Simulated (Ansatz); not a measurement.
**The stack of 2H-MoTe2 under Y2CF2 MXene, shifted by a third of the diagonal between two gates**

Aim: charge, voltage and capacitance of the stack of 2H-MoTe2 under Y2CF2 MXene, shifted by a third of the diagonal in a field-effect set-up.

Calculated with Ansatz 0.2.0; plane-wave DFT, PBE-D3(BJ), Ansatz PAW.

### 1. The structure

The cell holds 8 atoms: 2 Te, 1 Mo, 2 F, 2 Y and 1 C. Its edges and angles: a = 3.514 Å, b = 3.514 Å, c = 54.379 Å, α = 90.0°, β = 90.0°, γ = 120.0°. Regions: layer 1: 2H-MoTe2, 3 atoms (2 Te and 1 Mo); layer 2: Y2CF2 MXene, 5 atoms (2 F, 2 Y and 1 C). Vacuum lies along c.

### 2. Relaxing the slab

The starting cell is a guess, so the in-plane lattice and the atoms are relaxed first, with the slab cut off from its images along the normal.

The input, input.yaml:

```yaml
crystal:
  lattice:
    - [3.51388, 0.0, 0.0]
    - [-1.75694, 3.0431093459, 0.0]
    - [0.0, 0.0, 54.3789313414]
  atoms:
    - { symbol: Te, position: [0.3333333333, 0.6666666667, 0.3926152919] }
    - { symbol: Mo, position: [0.0, 0.0, 0.4273171749] }
    - { symbol: Te, position: [0.3333333333, 0.6666666667, 0.4620190579] }
    - { symbol: F, position: [0.6666666667, 0.3333333333, 0.517187483] }
    - { symbol: "Y", position: [0.0, 0.0, 0.5370514798] }
    - { symbol: C, position: [0.3333333333, 0.6666666667, 0.5622860956] }
    - { symbol: "Y", position: [0.6666666667, 0.3333333333, 0.5875207114] }
    - { symbol: F, position: [0.0, 0.0, 0.6073847081] }
  periodic: [true, true, false]
kpoints:
  mp_grid: { grid: [12, 12, 1] }
hamiltonian:
  xc: pbe
  dispersion: d3bj
scf:
  occupations: { method: fermi_dirac, width: 0.05 }
  convergence: { dr2_threshold: 1.0e-09 }
relax:
  f_tol: 0.004
  max_steps: 90
  cell: {}
output:
  write_potential: true
  write_density: true
  volumetric_format: npy
```

The run is started by

```console
> ansatz run input.yaml --threads 4 --pin off --max-ram 12288MiB --backend cpu --events-out ev --progress --plain --runs-dir out
```

Numbers of over 12 decimals in the logs are rounded to 6 here.

Output:

```text
Warning: relax.cell: scf.convergence.dr2_threshold = 1e-9 eV is looser than the 1.70221434955e-10 eV advised for a relaxation that steers and ends on the stress (1e-10 eV for each atom of the cell: 8, times the square of relax.cell.stress_2d_tol = 0.05 N/m over 21.7 Å (the atoms' height at the walk's start and 5 Å past either face), 2.306e-2 GPa, over a crystal's default 0.05). What an SCF threshold leaves in a stress goes as its square root, and in the free energy as the threshold itself, and one threshold admits the most on a small cell: [figures from the program's tests cut] Set scf.convergence.dr2_threshold to 1.70221434955e-10 eV or tighter. [rest of the remark cut]
Engine: ansatz 0.2.0, x86_64-unknown-linux-gnu
Pseudopotentials: kind: paw
Pseudopotential: Te, paw, valence charge 16, recommended cutoff 420 eV (normal), Te.paw.azcp
Pseudopotential: Mo, paw, valence charge 14, recommended cutoff 420 eV (normal), Mo.paw.azcp
Pseudopotential: F, paw, valence charge 7, recommended cutoff 420 eV (normal), F.paw.azcp
Pseudopotential: Y, paw, valence charge 11, recommended cutoff 420 eV (normal), Y.paw.azcp
Pseudopotential: C, paw, valence charge 4, recommended cutoff 420 eV (normal), C.paw.azcp
Functional definition: PBE
  parameter kappa = 0.804
  parameter beta = 0.066725
  exchange = pbe_x(kappa = kappa, mu = beta*pi^2/3)
  correlation = pbe_c(beta = beta)
Crystal: 8 atoms, lattice volume = 581.480 Å³
Basis set: ecut = 420 eV, 11311 PW (Γ), exchange–correlation on 48×48×750 points (8 copies of the dense FFT grid, shifted against one another)
Bands: 52, of which v1, the nominal top of the filled ones, is band 43 counted from 1 (42 counted from 0)
Symmetry: 6 space group operations
Space group: P3m1 (ITA 156), of the structure as read, at distance tolerance 8.3e-5 Å
k-points: 19 of 144 (time reversal used)
Non-local potential: Te, projectors of the file, l = 0: 2, l = 1: 2, l = 2: 2, l = 3: 2
Non-local potential: Mo, projectors of the file, l = 0: 3, l = 1: 2, l = 2: 2, l = 3: 1
Non-local potential: F, projectors of the file, l = 0: 2, l = 1: 2, l = 2: 1
Non-local potential: Y, projectors of the file, l = 0: 3, l = 1: 2, l = 2: 2, l = 3: 1
Non-local potential: C, projectors of the file, l = 0: 2, l = 1: 2, l = 2: 1
PAW form: soft (Blöchl's): semilocal exchange-correlation on the pseudo side does not see the compensation charge
PAW one-centre angular grid: Te, 590 points (default); XC on 64 Gauss nodes
PAW one-centre angular grid: Mo, 590 points (default); XC on 64 Gauss nodes
PAW one-centre angular grid: F, 110 points (default); XC on 64 Gauss nodes
PAW one-centre angular grid: Y, 590 points (default); XC on 64 Gauss nodes
PAW one-centre angular grid: C, 110 points (default); XC on 64 Gauss nodes
Initial density: superposition of atomic densities (neutral atoms: chi_scale 0, normalization atom), corrected by the library's trained network
Initial wavefunctions: pseudopotential atomic-orbital guess
Functional: x = pbe(κ = 0.804, μ = 0.219515), c = pbe(β = 0.066725)
SCF iter   1: F=—  HF=-28490.209306 eV  |F-HF|=—  |Δ(HF+E_count)|=         —  Δρ=2.95e-3  dr2=1.08e-1  ethr=1.77e-3  ⟨swp⟩=16.4  Hψ=6147  notcnv=0  defer=12
preconditioner: auto → Resta (q_TF=auto, 1.984 Å⁻¹)  ε∞=2.6  [insulator: Δε(μ)=0.516 eV  Ē_g=7.620 eV  σ=0.050 eV  W_gap=0.99  n_scr=34 (ndim 8)  ℏωp=9.5 eV  f_vac=0.725  D(μ)=0.03/eV (n_scr^D=0)  ε∞_Penn≈2.6  vacuum switching on, ρ_ref=4.2e-3 e/Å³]
SCF iter   2: F=—  HF=-28490.210611 eV  |F-HF|=—  |Δ(HF+E_count)|=   1.30e-3  Δρ=2.41e-3  dr2=1.91e-1  ethr=1.25e-4  ⟨swp⟩=5.1  Hψ=2764  notcnv=0  defer=36
SCF iter   3: F=—  HF=-28490.199919 eV  |F-HF|=—  |Δ(HF+E_count)|=   1.07e-2  Δρ=1.44e-3  dr2=8.09e-2  ethr=1.25e-4  ⟨swp⟩=4.2  Hψ=1568  notcnv=0  defer=35
SCF iter   4: F=—  HF=-28490.197176 eV  |F-HF|=—  |Δ(HF+E_count)|=   2.74e-3  Δρ=8.87e-4  dr2=1.72e-2  ethr=9.41e-5  ⟨swp⟩=2.2  Hψ=1349  notcnv=0  defer=37
SCF iter   5: F=—  HF=-28490.195478 eV  |F-HF|=—  |Δ(HF+E_count)|=   1.70e-3  Δρ=2.89e-4  dr2=9.99e-4  ethr=2.00e-5  ⟨swp⟩=2.7  Hψ=1376  notcnv=0  defer=37
SCF iter   6: F=—  HF=-28490.195516 eV  |F-HF|=—  |Δ(HF+E_count)|=   3.76e-5  Δρ=1.63e-4  dr2=4.29e-4  ethr=1.16e-6  ⟨swp⟩=3.1  Hψ=1708  notcnv=0  defer=37
SCF iter   7: F=—  HF=-28490.195521 eV  |F-HF|=—  |Δ(HF+E_count)|=   5.86e-6  Δρ=7.58e-5  dr2=5.28e-5  ethr=4.99e-7  ⟨swp⟩=2.6  Hψ=1208  notcnv=0  defer=37
SCF iter   8: F=—  HF=-28490.195550 eV  |F-HF|=—  |Δ(HF+E_count)|=   2.86e-5  Δρ=3.21e-5  dr2=7.77e-6  ethr=6.14e-8  ⟨swp⟩=3.1  Hψ=1722  notcnv=0  defer=37
SCF iter   9: F=—  HF=-28490.195508 eV  |F-HF|=—  |Δ(HF+E_count)|=   4.25e-5  Δρ=1.68e-5  dr2=3.41e-6  ethr=9.03e-9  ⟨swp⟩=3.1  Hψ=1811  notcnv=0  defer=38
SCF iter  10: F=—  HF=-28490.195509 eV  |F-HF|=—  |Δ(HF+E_count)|=   1.90e-6  Δρ=8.40e-6  dr2=8.22e-7  ethr=3.97e-9  ⟨swp⟩=2.8  Hψ=1497  notcnv=0  defer=38
SCF iter  11: F=—  HF=-28490.195510 eV  |F-HF|=—  |Δ(HF+E_count)|=   3.18e-7  Δρ=2.91e-6  dr2=8.00e-8  ethr=9.56e-10  ⟨swp⟩=2.7  Hψ=1442  notcnv=0  defer=38
SCF iter  12: F=—  HF=-28490.195510 eV  |F-HF|=—  |Δ(HF+E_count)|=   1.12e-7  Δρ=1.25e-6  dr2=4.80e-8  ethr=9.30e-11  ⟨swp⟩=3.1  Hψ=1839  notcnv=0  defer=38
SCF iter  13: F=—  HF=-28490.195510 eV  |F-HF|=—  |Δ(HF+E_count)|=   1.38e-8  Δρ=7.05e-7  dr2=6.81e-9  ethr=5.58e-11  ⟨swp⟩=2.4  Hψ=1198  notcnv=0  defer=38
SCF iter  14: F=—  HF=-28490.195510 eV  |F-HF|=—  |Δ(HF+E_count)|=   4.57e-9  Δρ=4.83e-7  dr2=2.05e-9  ethr=7.91e-12  ⟨swp⟩=2.8  Hψ=1687  notcnv=0  defer=38
SCF iter  15: F=-28490.195510 eV  HF=-28490.195510 eV  |F-HF|=5.89e-10  |Δ(HF+E_count)|=   1.30e-9  Δρ=1.76e-7  dr2=5.91e-10  ethr=1.16e-12  ⟨swp⟩=11.3  Hψ=6929  notcnv=0
SCF 1 converged in 15 iterations: F = -28490.195510 eV  dr2 = 5.91e-10
  greatest PAW one-centre occupation: 0.998 electrons in one spin orbital (limit 2), on the Mo atom at site 1 (counted from 0), in its partial waves of l = 0
relax step   1: F+E_penalty+E_count = -28490.19550986 eV  Δ(F+E_penalty+E_count) = +0.000e0 eV  max|allowed force component| = 9.422e-1 eV/Å  Δτ_max = 0.0000 Å  P = +2.203 N/m  Ω = 581.480 Å³  fix = [c, alpha, beta]  reactions: c +0.000 N/m  (15 SCF iters, accepted)
Crystal: 8 atoms, lattice volume = 587.321 Å³
Basis set: ecut = 420 eV, 11383 PW (Γ), exchange–correlation on 48×48×750 points (8 copies of the dense FFT grid, shifted against one another)
Initial density: handed on by an earlier stage of this run
Initial wavefunctions: those handed on with the density
iter 1 solved again at ethr=1.37e-3 eV; its pass at ethr=3.10e-3 eV (dr2=1.17e0 eV) is discarded
[...]
relax step   5: F+E_penalty+E_count = -28490.35377922 eV  Δ(F+E_penalty+E_count) = -5.283e-3 eV  max|allowed force component| = 1.995e-1 eV/Å  Δτ_max = 0.0256 Å  P = +0.178 N/m  Ω = 588.042 Å³  energy of the carried Pulay correction = -2.072e-3 eV  fix = [c, alpha, beta]  reactions: c +0.000 N/m  (13 SCF iters, accepted)
relax step   6: F+E_penalty+E_count = -28490.35595574 eV  Δ(F+E_penalty+E_count) = -2.177e-3 eV  max|allowed force component| = 5.537e-2 eV/Å  Δτ_max = 0.0478 Å  P = +0.122 N/m  Ω = 588.737 Å³  energy of the carried Pulay correction = -2.290e-3 eV  fix = [c, alpha, beta]  reactions: c +0.000 N/m  (13 SCF iters, accepted)
relax step   7: F+E_penalty+E_count = -28490.35592978 eV  Δ(F+E_penalty+E_count) = +2.595e-5 eV  max|allowed force component| = 1.297e-2 eV/Å  Δτ_max = 0.0095 Å  P = -0.015 N/m  Ω = 589.487 Å³  energy of the carried Pulay correction = -2.525e-3 eV  fix = [c, alpha, beta]  reactions: c -0.000 N/m  (10 SCF iters, accepted)
relax step   8: F+E_penalty+E_count = -28490.35599355 eV  Δ(F+E_penalty+E_count) = -6.377e-5 eV  max|allowed force component| = 2.487e-3 eV/Å  Δτ_max = 0.0029 Å  P = +0.000 N/m  Ω = 589.364 Å³  energy of the carried Pulay correction = -2.486e-3 eV  fix = [c, alpha, beta]  reactions: c +0.000 N/m  (10 SCF iters, accepted)
relax step   9: F+E_penalty+E_count = -28490.35875382 eV  Δ(F+E_penalty+E_count) = -2.760e-3 eV  max|allowed force component| = 2.626e-3 eV/Å  Δτ_max = 0.0000 Å  P = +0.060 N/m  Ω = 589.364 Å³  fix = [c, alpha, beta]  reactions: c +0.000 N/m  stress off target by 6.00e-2 N/m on what of the cell is left free  SCF on the basis re-selected at this cell (its energy is not comparable with the rows above)  (6 SCF iters)
relax step  10: F+E_penalty+E_count = -28490.35869077 eV  Δ(F+E_penalty+E_count) = +6.305e-5 eV  max|allowed force component| = 3.327e-4 eV/Å  Δτ_max = 0.0014 Å  P = +0.003 N/m  Ω = 589.593 Å³  energy of the carried Pulay correction = -7.296e-5 eV  fix = [c, alpha, beta]  reactions: c +0.000 N/m  (9 SCF iters, accepted)
iter 1 solved again at ethr=2.27e-7 eV; its pass at ethr=3.10e-3 eV (dr2=1.95e-4 eV) is discarded
SCF iter   1: F=—  HF=-28490.358828 eV  |F-HF|=—  |Δ(HF+E_count)|=         —  Δρ=1.53e-6  dr2=5.36e-9  ethr=2.27e-7  ⟨swp⟩=6.1  Hψ=10573  notcnv=0
eigensolver tolerance schedule: the retry pair's looser diagonalisation over-reported the residual by 36459.04 of it (diagonalisation noise at an unbounded share of the residual, at the tolerance the schedule requests for it); recorded, not acted on — ethr = c·dr2/N_el stays at c = 1.0e-1
preconditioner: auto → Resta (q_TF=auto, 1.979 Å⁻¹)  ε∞=2.5  [insulator: Δε(μ)=0.592 eV  Ē_g=7.634 eV  σ=0.050 eV  W_gap=0.99  n_scr=34 (ndim 8)  ℏωp=9.4 eV  f_vac=0.727  D(μ)=0.01/eV (n_scr^D=0)  ε∞_Penn≈2.5  vacuum switching on, ρ_ref=4.2e-3 e/Å³]
SCF iter   2: F=—  HF=-28490.358754 eV  |F-HF|=—  |Δ(HF+E_count)|=   7.37e-5  Δρ=8.46e-7  dr2=3.58e-9  ethr=6.23e-12  ⟨swp⟩=6.6  Hψ=4218  notcnv=0
SCF iter   3: F=-28490.358754 eV  HF=-28490.358754 eV  |F-HF|=6.73e-10  |Δ(HF+E_count)|=  3.17e-10  Δρ=4.41e-7  dr2=6.80e-10  ethr=1.16e-12  ⟨swp⟩=18.5  Hψ=8592  notcnv=0
SCF 11 converged in 3 iterations: F = -28490.358754 eV  dr2 = 6.80e-10
relax step  11: F+E_penalty+E_count = -28490.35875393 eV  Δ(F+E_penalty+E_count) = -6.316e-5 eV  max|allowed force component| = 3.336e-4 eV/Å  Δτ_max = 0.0000 Å  P = +0.003 N/m  Ω = 589.593 Å³  fix = [c, alpha, beta]  reactions: c +0.000 N/m  stress off target by 3.30e-3 N/m on what of the cell is left free  SCF on the basis re-selected at this cell (its energy is not comparable with the rows above)  (3 SCF iters)
basis re-selected at this cell: Δ(F+E_penalty+E_count) = -6.316e-5 eV, ΔP = +0.001 N/m vs the last step (what re-selecting the basis moved, of the pressure what is left beyond the Pulay correction that the steps carried, after the strain that the cell walked since its last selection, with what the two solves' SCF thresholds leave and, on support functions, any second-order correction that the steps lacked; it is no m [...]
WARN: The output density's exchange-correlation potential varies sharply where the density is thin. Do not read a vacuum level from v_tot or v_xc, or from such a field of the output density. On a cell that repeats whose density bears no net charge and no dipole along the vacuum's axis use v_es (v_loc + v_h of the components); under efield.dipole_correction with no amplitude use v_es + v_field, which holds any externa [...]
SCF converged after 3 iterations
Free energy (F): -28490.358754 eV
Harris-Foulkes:  -28490.358754 eV  (|F-HF|=6.73e-10)
Internal energy: -28490.358609 eV  (E = F + TS)
E sigma→0 (E₀):  -28490.358681 eV
Entropy (-TS):   -0.000145 eV (-0.018 meV/atom)
Fermi energy:    -4.014019 eV
--- Per-component energies (eV) ---
  E_band       = -2144.604322
  E_kinetic    = 1919.479208
  E_local      = -561229.499230  (includes V_loc(G=0)·N_el)
  E_nonlocal   = -203.816494
  E_hartree    = 279811.965385
  E_xc         = -990.627475
  E_vxc        = -1105.132721  (∫ρ·V_xc dr)
  E_paw        = -18677.249403  (= ΣΔE_a)
  E_vpaw       = -1149.566447  (= ΣTr[D̂ρ^β])
  E_aug_tail   = 0.003833  (compensation charges beyond the density's cutoff)
  E_ewald      = 270881.633150
  E_disp       = -2.247582  (pairwise vdW)
  E_smearing   = -0.000145  (= −TS)
  E_closure    = 0.000000  (closes the sum)
  Σ components = -28490.358754   (vs F -28490.358754, Δ=0.00e0)
--- Forces (eV/Å), atoms counted from 1 ---
  atom   1  Te     0.00000000    -0.00000000     0.00033383
  atom   2  Mo     0.00000000     0.00000000     0.00009713
  atom   3  Te    -0.00000000    -0.00000000     0.00001403
  atom   4  F      0.00000000     0.00000000     0.00022657
  atom   5  Y      0.00000000     0.00000000    -0.00029357
  atom   6  C      0.00000000    -0.00000000    -0.00016377
  atom   7  Y      0.00000000    -0.00000000    -0.00000049
  atom   8  F      0.00000000    -0.00000000    -0.00021156
  max |Σ_I F_I| component: 2.17e-6 eV/Å
--- 2D stress c σ (N/m, compression-positive) ---
        0.003300       0.000000      -0.000000
        0.000000       0.003300      -0.000000
       -0.000000      -0.000000       0.000000
  P = ½ c Tr σ = 0.0033 N/m
--- Band table (eV; the first three rows and the last of 19) ---
  k-point 0: bands = [... 39 lower, -5.7234, -5.2619, -4.3390, -4.3390, -1.7526, -1.7526, -1.4727, -1.4727, ... 5 higher]
  k-point 1: bands = [... 39 lower, -5.5944, -5.2801, -4.5464, -4.3653, -2.1414, -2.0193, -1.6800, -1.6691, ... 5 higher]
  k-point 2: bands = [... 39 lower, -5.5428, -5.3767, -4.9873, -4.4222, -2.8552, -2.6381, -2.1565, -1.9501, ... 5 higher]
  k-point 18: bands = [... 39 lower, -5.5953, -5.5943, -4.9850, -4.8426, -3.7469, -2.9249, -2.3152, -1.3413, ... 5 higher]
  the weakly bound empty levels are not read free of the cell's end (no_gap_told)
--- Relaxed structure (9 steps of the walk, 7 accepted, 2 SCFs on fresh bases) ---
  F+E_penalty+E_count = -28490.35875393 eV   max|allowed force component| = 3.336e-4 eV/Å   (the final SCF, on the basis selected at the relaxed cell)
  cell:  # Å, volume = 589.5933 Å³
    - [3.538308, 0.0, 0]
    - [-1.769154, 3.064265, 0]
    - [0, 0, 54.3789313414]
  atoms:
    - { symbol: Te, position: [0.333333, 0.666667, 0.395329] }
    - { symbol: Mo, position: [-1.5101523955359203e-17, -3.238150488543893e-17, 0.428505] }
    - { symbol: Te, position: [0.333333, 0.666667, 0.461581] }
    - { symbol: F, position: [0.666667, 0.333333, 0.514841] }
    - { symbol: Y, position: [-2.066982806940972e-17, -3.238150488543893e-17, 0.536295] }
    - { symbol: C, position: [0.333333, 0.666667, 0.561534] }
    - { symbol: Y, position: [0.666667, 0.333333, 0.586774] }
    - { symbol: F, position: [-1.524829911921466e-17, -3.238150488543894e-17, 0.608522] }
```

The job ended after 4 min (4 threads of Intel Xeon Platinum 8259CL at 2.50GHz (Skylake/Cascade Lake), shared host; peak memory 1.4 GiB; 15 min of CPU time).

Step by step:

| step | energy less that of the first step (eV) | largest force component (eV/Å) | volume (Å³) |
| --- | --- | --- | --- |
| 1 | 0.0000 | 0.9422 | 581.48 |
| 2 | 0.0214 | 1.8176 | 587.32 |
| 3 | -0.1530 | 0.2147 | 584.87 |
| 4 | -0.1412 | 0.5132 | 593.68 |
| 5 | -0.1583 | 0.1995 | 588.04 |
| 6 | -0.1604 | 0.0554 | 588.74 |
| 7 | -0.1604 | 0.0130 | 589.49 |
| 8 | -0.1605 | 0.0025 | 589.36 |
| 9* | -0.1632 | 0.0026 | 589.36 |
| 10 | -0.1632 | 0.0003 | 589.59 |
| 11* | -0.1632 | 0.0003 | 589.59 |

Relaxation steps marked * repeat the geometry before them on a plane-wave basis chosen anew for their cell, so energy and pressure can jump there. Relaxation steps 2, 4 were tried and not accepted.

Forces are held to the 6 operations that the run works with; a distortion that breaks them can't arise in this run.

| cell as run | before | after | change |
| --- | --- | --- | --- |
| a (Å) | 3.514 | 3.538 | +0.7 % |
| b (Å) | 3.514 | 3.538 | +0.7 % |

The atoms that moved most (Å, along periodic axes as changes of fractional coordinates times the final cell, across vacuum about the mean position):

| atom | dx | dy | dz | length |
| --- | --- | --- | --- | --- |
| Te1 | 0.000 | 0.000 | 0.148 | 0.148 |
| F4 | 0.000 | 0.000 | -0.128 | 0.128 |
| Mo2 | 0.000 | 0.000 | 0.065 | 0.065 |
| F8 | 0.000 | 0.000 | 0.062 | 0.062 |
| Y5 | 0.000 | 0.000 | -0.041 | 0.041 |
| C6 | 0.000 | 0.000 | -0.041 | 0.041 |
| Y7 | 0.000 | 0.000 | -0.041 | 0.041 |
| Te3 | 0.000 | 0.000 | -0.024 | 0.024 |

This step gave:

* energy at zero smearing: -28490.3587 eV

The lattice constant a goes from 3.514 to 3.538 Å.

(Continued in part 2 of 3.)

[Logs are printed without paths, hosts, clocks, repeated set-up lines and the standing remarks that a program may print on its own settings, such as how far it seeks lower states.]

[Hosts, paths, dates, database ids (printed as entryN), source tags and the programs' standing remarks are cut or masked in the printed files.]

[Maps of the electrostatic potential energy from Ansatz leave out the sawtooth potential of an applied field or a dipole correction, so their vacuum need not be flat; planar profiles and work functions include it.]
